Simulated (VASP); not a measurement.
Here is a VASP 6.6.1 calculation.

Contents of POSCAR:

```
Sb
1.0
    2.1521654687      1.2425533127      3.6378709329
   -2.1521654687      1.2425533127      3.6378709329
    0.0000000000     -2.4851066254      3.6378709329
  Sb
     2
Direct
     0.2373829597028177    0.2373829597028177    0.2373829597028177
     0.7626170402971824    0.7626170402971824    0.7626170402971824
```

INCAR.step1

```
PREC = Accurate
ENCUT = 600
EDIFF = 1E-8
ISMEAR = 1
SIGMA = 0.2
LREAL = F
LASPH = T
NELM = 80
ALGO = Fast
ISIF = 3
LWAVE = F
LCHARG = F
GGA = PE
IVDW = 12
PSTRESS = 10.0
KPAR = 2
IBRION = 2
NSW = 40
EDIFFG = -0.002
```

The input INCAR.step2:

```
PREC = Accurate
ENCUT = 600
EDIFF = 1E-8
ISMEAR = 1
SIGMA = 0.2
LREAL = F
LASPH = T
NELM = 80
ALGO = Fast
ISIF = 2
LWAVE = F
LCHARG = F
GGA = PE
IVDW = 12
PSTRESS = 10.0
KPAR = 2
IBRION = 6
NFREE = 2
POTIM = 0.015
NSW = 1
```

KPOINTS

```
Automatic mesh
0
Gamma
  19 19 19
```

Potentials or basis: VASP PAW PBE potentials, release 64 (Sb).

Command:

```bash
$ cat potpaw_PBE.64/Sb/POTCAR > POTCAR
$ cp INCAR.step1 INCAR
$ mpirun -np 2 vasp_std > vasp.out
$ cp CONTCAR POSCAR
$ cp INCAR.step2 INCAR
$ mpirun -np 2 vasp_std > vasp.out
```

(1) Estimate the highest phonon frequency at Γ.

(2) What does it give for the dispersion energy per atom?

(3) Predict the relaxed cell.

(4) Predict the space group after relaxing (to 0.05 Å).

(5) What does it give for the relaxed volume?

Results:

(1) 134 cm⁻¹.

(2) -0.492 eV.

(3) a = 4.391 Å, b = 4.391 Å, c = 4.391 Å, α = 58.69°, β = 58.69°, γ = 58.69°.

(4) R-3m (No. 166).

(5) 29.04 Å³/atom.
